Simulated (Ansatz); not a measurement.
Sn:

```
Sn
1.0
     0.00000    3.23334    3.23334
     3.23334    0.00000    3.23334
     3.23334    3.23334    0.00000
Sn
2
Direct
  0.75000 0.75000 0.75000
  0.50000 0.50000 0.50000
```

This isn't the form of Sn at room conditions, which is tetragonal (white tin).

| Quantity | Value |
| --- | --- |
| Program | Ansatz 0.2.0 |
| Task | relaxation of cell and atoms |
| Functional | r2SCAN |
| Dispersion | D3(BJ)-ATM |
| Potentials or basis | Ansatz PAW |
| Cutoff | 500 eV (not typed: the program's choice for these potentials) |
| k mesh | 7 × 7 × 7 |
| Occupations | fermi-dirac, width 0.05 eV |
| Spin | no spin polarisation |

At the start: volume 33.80 Å³/atom.

How do energy, volume and symmetry change on relaxing?

It ends after 5 steps and the volume is 34.98 Å³/atom (+3.5 %); space group Fd-3m (No. 227, to 0.05 Å).

The path:
```
step  energy change (eV)  largest force (eV/Å)  volume (Å³)
   1              0.0000                0.0000        67.61
   2             -0.0064                0.0000        71.65
   3             -0.0117                0.0000        70.08
   4             -0.0117                0.0000        69.96
   5             -0.0118                0.0000        69.96
```

Final structure:
```
Sn
1.0
     0.00000    3.27045    3.27045
     3.27045    0.00000    3.27045
     3.27045    3.27045    0.00000
Sn
2
Direct
  0.75000 0.75000 0.75000
  0.50000 0.50000 0.50000
```

Caveat: the plane-wave basis is chosen anew once the cell has moved, so the energies of steps on either side of that aren't comparable; pairwise dispersion overbinds metals, which lowers pressure and volume; the PAW data sets come from PBE, with cores solved anew for the run's functional, which leaves a small shift of forces and pressure.
